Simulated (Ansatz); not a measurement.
Lattice vibrations of GaSb at Γ at 2 GPa

The calculation used DFT PBE, scalar-relativistic, plane waves, PAW in Ansatz 0.2.0. Plane waves to 420 eV; Γ-centred k mesh 12×12×12; Fermi-Dirac smearing of 0.15 eV. No spin polarisation. Phonons by linear response, acoustic sum rule imposed.

The cell, relaxed at 2 GPa:
```yaml
crystal:
  lattice:
    - [0.00000, 3.06571, 3.06571]
    - [3.06571, 0.00000, 3.06571]
    - [3.06571, 3.06571, 0.00000]
  atoms:
    - { symbol: Ga, position: [0.00000, 0.00000, 0.00000] }
    - { symbol: Sb, position: [0.75000, 0.75000, 0.75000] }
```

In a metal, frequencies and elastic constants depend on the k mesh and the smearing, soft modes and shear constants most.

Optical modes at Γ; i marks an imaginary frequency:
| frequency (cm⁻¹) | degeneracy |
| --- | --- |
| 219 | 3 |

All 3 optical modes at Γ are real: no displacement of atoms at fixed cell lowers the energy to second order. Strains and modes at other wave vectors aren't tested by this run.

The bands only touch here, so at this level the crystal is a zero-gap semiconductor or semimetal, not an ordinary metal; spin–orbit coupling, left out, can open or move such a gap.

Cost: 1 run of about 0.87 core-minutes, on Intel Xeon Processor @ 2.70GHz (shared hosts).